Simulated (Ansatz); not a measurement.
AlNi under changes of volume

One of the cells (11.736 Å³/atom); the others are scaled copies at fixed shape and fractional positions:

```
Ni Al
1.0
     1.93869   -1.95319    0.00000
     1.93869    1.95319    0.00000
     0.00000    0.00000    3.09943
Ni Al
1 1
Direct
  0.50000 0.50000 0.50000
  0.00000 0.00000 0.00000
```

The cell comes from a database or a generator and needn't be the stable form of this composition.

* Program: Ansatz 0.2.0
* Functional: r2SCAN
* Potentials or basis: Ansatz PAW
* Cutoff: 500 eV (not typed: the program's choice for these potentials)
* k mesh: 10 × 10 × 9
* Occupations: fermi-dirac, width 0.05 eV
* Spin: collinear spin, ferromagnetic start
* Starting moments: [1.0, 0.0] μB

```csv
volume (Å³/atom),energy over the lowest point (meV/atom),pressure (GPa)
11.032,29.49,13.3
11.267,13.40,8.7
11.502,3.79,4.5
11.736,0.00,0.7
11.971,?,?
12.206,7.63,-5.7
12.441,18.05,-8.4
```

Task: What does the run at 11.971 Å³/atom give?

Result: Energy over the lowest point 1.46 meV/atom; pressure -2.7 GPa.

Worked out: A Birch-Murnaghan fit of order 3 (a polynomial in V^(-2/3)) to the other rows has its minimum at 11.79 Å³/atom with B0 = V·E''(V) = 175 GPa and B' = 4.3 at fixed shape and positions, which overstates the stiffness. It gives 1.45 meV/atom at 11.971 Å³/atom, against the run's 1.46, and -dE/dV = -2.7 GPa, against -2.7.

Energies are extrapolated to zero smearing.

Caveats: the magnetic or orbital state may not be the lowest; the PAW data sets come from PBE, with cores solved anew for the run's functional, which leaves a small shift of forces and pressure; the starting moments weren't kept.
